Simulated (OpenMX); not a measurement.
Write the native input for OpenMX 3.8.5 that does the following.

```yaml
Task: single point
Functional: PBE
Potentials_or_basis: OpenMX 2013 PBE set, Cu6.0H-s3p2d2, O6.0-s2p2d1, grid cutoff 500 Ry
k_mesh: 9 × 9 × 9
Occupations: fermi-dirac, width 0.05 eV
Spin: no spin polarisation
Mixing_scheme: rmm-diisk
SCF_threshold: 1e-08 Ha
Solver: band
Max_SCF_cycles: 100
```

CuO:

```xyz
2
Lattice="0.0000 2.1166 2.1166 2.1166 0.0000 2.1166 2.1166 2.1166 0.0000" Properties=species:S:1:pos:R:3 pbc="T T T"
Cu    1.9814    1.9843    0.1219
O     2.2518    2.2488    1.9946
```

The cell comes from a database or a generator and needn't be the stable form of this composition.

These files were run (other wordings do the same):

CuO.dat

```
System.CurrrentDirectory             ./
System.Name                          CuO
DATA.PATH                            ./DFT_DATA13
level.of.stdout                      1
level.of.fileout                     0
Species.Number                       2
<Definition.of.Atomic.Species
  Cu  Cu6.0H-s3p2d2          Cu_PBE13H
  O   O6.0-s2p2d1            O_PBE13
Definition.of.Atomic.Species>

Atoms.Number                         2
Atoms.SpeciesAndCoordinates.Unit     FRAC
<Atoms.SpeciesAndCoordinates
    1  Cu    0.0294977200    0.0281008700    0.9080259900   9.500  9.500
    2  O     0.4705022800    0.4718991300    0.5919740100   3.000  3.000
Atoms.SpeciesAndCoordinates>

Atoms.UnitVectors.Unit               Ang
<Atoms.UnitVectors
     0.0000000000    2.1165600000    2.1165600000
     2.1165600000    0.0000000000    2.1165600000
     2.1165600000    2.1165600000    0.0000000000
Atoms.UnitVectors>

scf.XcType                           GGA-PBE
scf.SpinPolarization                 off
scf.ElectronicTemperature            580.226
scf.energycutoff                     500.0
scf.maxIter                          100
scf.EigenvalueSolver                 band
scf.Kgrid                            9 9 9
scf.Mixing.Type                      rmm-diisk
scf.Init.Mixing.Weight               0.05
scf.Min.Mixing.Weight                0.001
scf.Max.Mixing.Weight                0.3
scf.Mixing.History                   25
scf.Mixing.StartPulay                8
scf.criterion                        1.0e-8
scf.stress.tensor                    on
MD.Type                              nomd
```

Potentials or basis: OpenMX 2013 PBE set, Cu6.0H-s3p2d2, O6.0-s2p2d1, grid cutoff 500 Ry.

Command:

```sh
$ openmx CuO.dat -nt 1 > CuO.std
```

It gave:

```json
{
  "Pressure": "22.9 GPa",
  "Largest force": "1.413 eV/Å",
  "Band gap on the k mesh": "none (metal or under the smearing width)",
  "Mulliken charges": "Cu +0.39; O -0.39 e"
}
```

Caveat: Mulliken charges move with the basis; the basis of atomic orbitals isn't converged, which shifts pressures, moduli and gaps; an odd number of electrons without spin polarisation forces a metal; a magnetic or distorted state may lie lower; the run has no spin polarisation, though such a crystal can be magnetic; semilocal functionals often make such compounds metallic where correlation or magnetic order opens a gap, which also shifts bond lengths.

Run time: 2.3 min on 1 thread of Intel(R) Xeon(R) Platinum 8488C (Sapphire Rapids), with other jobs on the host, peak memory 0.55 GiB.
